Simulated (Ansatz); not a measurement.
Computed with DFT PBE, scalar-relativistic, plane waves, PAW (Ansatz). Settings: cutoff 420 eV, Γ-centred meshes spaced at most about 0.3 Å⁻¹, and about 0.25 Å⁻¹ or finer for metals (2π included), Gaussian smearing. No spin polarisation in the final relaxations.

These are static total energies at zero pressure. All come from trial cells, and lower structures may exist.

Question: Order these relaxed structures of InGa3P4 by energy, lowest first, with the energy over the lowest of them.
A.

```cif
data_structure
_symmetry_space_group_name_H-M 'Pm-3m'
_symmetry_Int_Tables_number 221
_cell_length_a 5.2728
_cell_length_b 5.2728
_cell_length_c 5.2728
_cell_angle_alpha 90.000
_cell_angle_beta 90.000
_cell_angle_gamma 90.000
_cell_volume 146.59
loop_
_atom_site_label
_atom_site_type_symbol
_atom_site_symmetry_multiplicity
_atom_site_Wyckoff_symbol
_atom_site_fract_x
_atom_site_fract_y
_atom_site_fract_z
_atom_site_occupancy
In1 In 1 b 0.50000 0.50000 0.50000 1
Ga1 Ga 3 d 0.00000 0.00000 0.50000 1
P1 P 3 c 0.50000 0.50000 0.00000 1
P2 P 1 a 0.00000 0.00000 0.00000 1
```

B.

```cif
data_structure
_symmetry_space_group_name_H-M 'Cmmm'
_symmetry_Int_Tables_number 65
_cell_length_a 7.4490
_cell_length_b 10.5355
_cell_length_c 3.7106
_cell_angle_alpha 90.000
_cell_angle_beta 90.000
_cell_angle_gamma 90.000
_cell_volume 291.20
loop_
_atom_site_label
_atom_site_type_symbol
_atom_site_symmetry_multiplicity
_atom_site_Wyckoff_symbol
_atom_site_fract_x
_atom_site_fract_y
_atom_site_fract_z
_atom_site_occupancy
In1 In 2 d 0.00000 0.00000 0.50000 1
Ga1 Ga 4 e 0.25000 0.25000 0.00000 1
Ga2 Ga 2 c 0.50000 0.00000 0.50000 1
P1 P 4 g 0.73425 0.00000 0.00000 1
P2 P 4 j 0.50000 0.75717 0.50000 1
```

C.

```cif
data_structure
_symmetry_space_group_name_H-M 'P-4m2'
_symmetry_Int_Tables_number 115
_cell_length_a 3.9654
_cell_length_b 3.9654
_cell_length_c 11.2880
_cell_angle_alpha 90.000
_cell_angle_beta 90.000
_cell_angle_gamma 90.000
_cell_volume 177.49
loop_
_atom_site_label
_atom_site_type_symbol
_atom_site_symmetry_multiplicity
_atom_site_Wyckoff_symbol
_atom_site_fract_x
_atom_site_fract_y
_atom_site_fract_z
_atom_site_occupancy
In1 In 1 b 0.50000 0.50000 0.00000 1
Ga1 Ga 2 e 0.00000 0.00000 0.74024 1
Ga2 Ga 1 c 0.50000 0.50000 0.50000 1
P1 P 2 g 0.50000 0.00000 0.85914 1
P2 P 2 g 0.50000 0.00000 0.37995 1
```

Answer: C (0 meV/atom), B (368 meV/atom), A (392 meV/atom). Forms: C In and Ga ordered on zinc blende sites, P-4m2; B In and Ga ordered on rock salt sites, Cmmm; A In and Ga ordered on rock salt sites, Pm-3m. Counting P atoms around Ga and In (those within 1.25 times the shortest such distance or 1.15 times the sum of covalent radii): C has In 4, Ga 4; B has In 6, Ga 6; A has In 6, Ga 6.

Cells relaxed within their symmetry can be saddle points. Some candidate types were left out of the draw beforehand, so a known form may be missing.
